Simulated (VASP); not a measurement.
A run of VASP 6.6.1:

The input POSCAR:

```
Au
1.0
   -1.6375786160      1.6375786160      1.6375786160
    1.6375786160     -1.6375786160      1.6375786160
    1.6375786160      1.6375786160     -1.6375786160
Au
1
Direct
    0.0000000000      0.0000000000      0.0000000000
```

Contents of INCAR.step1:

```
  PREC = Accurate
  ENCUT = 520
  ISMEAR = 0
  SIGMA = 0.1
  LREAL = F
  LASPH = T
  NELM = 100
  NBANDS = 12
  GGA = PE
  ALGO = Normal
  EDIFF = 1E-4
  LWAVE = T
  LCHARG = F
```

Contents of INCAR.step2:

```
  PREC = Accurate
  ENCUT = 520
  EDIFF = 1E-6
  ISMEAR = 0
  SIGMA = 0.1
  LREAL = F
  LASPH = T
  NELM = 100
  ALGO = Normal
  ISIF = 2
  LWAVE = F
  LCHARG = F
  METAGGA = R2SCAN
  LMIXTAU = T
  NBANDS = 12
  ISTART = 1
```

Contents of KPOINTS:

```
regular mesh
0
Gamma
  18 18 18
```

Potentials or basis: VASP PAW PBE potentials, release 64 (Au).

The run is started by

```console
$ cat potpaw_PBE.64/Au/POTCAR > POTCAR
$ cp INCAR.step1 INCAR
$ mpirun -np 1 vasp_std > vasp.out
$ cp INCAR.step2 INCAR
$ mpirun -np 1 vasp_std > vasp.out
```

Hardware: 1 thread of AMD EPYC 9R14 (Zen 4), with other jobs on the host.

**Question.** How long does it take, and how much memory?

**Answer.** Run time: 110 s on 1 thread of AMD EPYC 9R14 (Zen 4), with other jobs on the host, peak memory 0.14 GiB. Counts: scf iterations 9, k points 195.
